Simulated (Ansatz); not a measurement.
CdO: pressure against volume scale

Periodic Kohn-Sham DFT of a crystal at fixed atoms, scaled to volume_scale times the given cell; pressure positive in compression, energy less spherical unpolarised free atoms, largest_vzz the field gradient of largest size among the nuclei. The results are calculated, by Ansatz 0.2.0.

The cell before it is scaled or strained (space group Fm-3m, No. 225):
```
cell vectors (Å)
   0.0000     2.3840     2.3840
   2.3840     0.0000     2.3840
   2.3840     2.3840     0.0000
atoms (fractions of the cell vectors)
Cd  0.00000  0.00000  0.00000
O   0.50000  0.50000  0.50000
```

Settings of every row: method frozen-core PAW; functional PBE; relativity scalar; k mesh 16x16x16; filling fermi-dirac; smearing width 0.08 eV; wave cutoff 420 eV; paw set soft_2.

Atom start moment: 0 on all atoms.

```csv
row,volume scale,V (Å³/atom),pressure (GPa)
1,0.95,12.872,?
2,0.975,13.211,3.394
3,1,13.549,0.011
4,1.025,13.888,-2.917
5,1.05,14.227,-5.452
```

Question: what pressure should row 1 give?

Worked fit of pressure. Take u = (V_r/V)^(2/3) − 1 with V_r = 13.718 Å³ an atom, which is twice the finite (Eulerian) strain; such expansions in the strain, on which the Birch-Murnaghan equation of state is built, carry the rest volume and the bulk modulus. The shown rows have u = 0.02542, 0.0083, -0.00818, -0.024. Least squares give pressure = −1.5023 + 178.131 × u + 567.74 × u² GPa; a straight line predicts inner rows, each left out in turn, worse (root mean square 0.22 against 0.0097 GPa). The rows lie off it by 0.001, -0.004, 0.004, -0.002. The pressure vanishes at u = 0.0082, or V = 13.55 Å³ an atom, and there the bulk modulus at fixed shape and fractions is B = −V dP/dV = (2/3)(1 + u) dP/du = 126 GPa. The withheld row has u = 0.04335, so the fit gives −1.5023 + 178.131 × (0.04335) + 567.74 × (0.04335)² = 7.287 GPa.

The calculation gave 7.303 GPa. The fit lies 0.016 GPa (0.13 % of the column's range) below it; its largest miss of a shown row is 0.004 GPa. This row lies beyond the range of the fit.
